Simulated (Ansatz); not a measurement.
**Cancellation of cutoff errors in Al3Ru2**

Level of theory: DFT r2SCAN, scalar-relativistic, plane waves, PAW in Ansatz.

```
CELL_PARAMETERS angstrom
-1.53890 1.53890 7.14310
1.53890 -1.53890 7.14310
1.53890 1.53890 -7.14310
ATOMIC_POSITIONS crystal
Al 0.00000 0.00000 0.00000
Al 0.80618 0.80618 0.00000
Al 0.19382 0.19382 0.00000
Ru 0.60587 0.60587 0.00000
Ru 0.39413 0.39413 0.00000
```

* Γ-centred k-mesh: 16×16×16
* occupation rule: Gaussian smearing, 0.1 eV
* spin treatment: unpolarised

A second cell has all atoms moved and the lattice slightly strained:

```yaml
crystal:
  lattice:
    - [-1.58462, 1.58738, 7.08807]
    - [1.51427, -1.42358, 7.03763]
    - [1.60722, 1.44618, -7.05278]
  atoms:
    - { symbol: Al, position: [0.96735, 0.01784, 0.97509] }
    - { symbol: Al, position: [0.86381, 0.75296, 0.00169] }
    - { symbol: Al, position: [0.20313, 0.18253, 0.00036] }
    - { symbol: Ru, position: [0.64698, 0.59005, 0.02920] }
    - { symbol: Ru, position: [0.35925, 0.37510, 0.95754] }
```

It ran on a 10×10×12 mesh, another than the first cell's, which shifts the difference by nearly the same amount at every cutoff. Both were run at several values of the cutoff; energies per atom at zero smearing, errors against the largest value (600 eV), which isn't proved converged itself.

```
cutoff error, first cell (meV) error, second cell (meV)
200 eV                  3750.36                   3765.64
250 eV                   680.34                    669.60
300 eV                    95.02                     95.78
350 eV                    11.73                     12.28
500 eV                     0.84                      0.87
```

**Question.** At the largest value the second cell lies 148.46 meV/atom above the first. What is the error of that difference at each value, and where does each quantity come within 1 meV/atom?

**Answer.** The error of the difference is the second cell's error less the first's:
```tsv
cutoff	difference (meV)	its error (meV)
200 eV	163.74	15.28
250 eV	137.72	-10.74
300 eV	149.23	0.76
350 eV	149.01	0.55
500 eV	148.49	0.03
```

The first cell's total energy stays within 1 meV/atom from 500 eV on, the difference from 300 eV on. Most of the error cancels, by a factor of about 63 in the median. A missing short wave mostly misdescribes the region near each nucleus, which both cells share; what doesn't cancel comes largely from the change of volume and bonding.

Even at 200 eV the distorted cell is correctly placed above the first, although each total energy is wrong by far more than the gap between them. The slow convergence of the totals probably comes mainly from ruthenium, whose compact 4d shell needs shorter waves than the smooth 3s and 3p states of aluminium. Displacing the atoms changes the tails and hybridisation of these d orbitals much more than their inner parts, so most of the missing kinetic and potential detail is common to both cells.

The cancellation is not systematic, however. Each total energy falls towards its limit as the basis grows, as the variational principle leads one to expect, but a difference has no such bound: its error changes sign from 15.28 to -10.74 meV between 200 and 250 eV. A small error at a single low cutoff could therefore be a chance crossing through zero; here the small values from 300 eV upwards argue against that. The agreement does not carry over to the stress, which also feels the change of basis with cell volume and usually needs a higher cutoff.
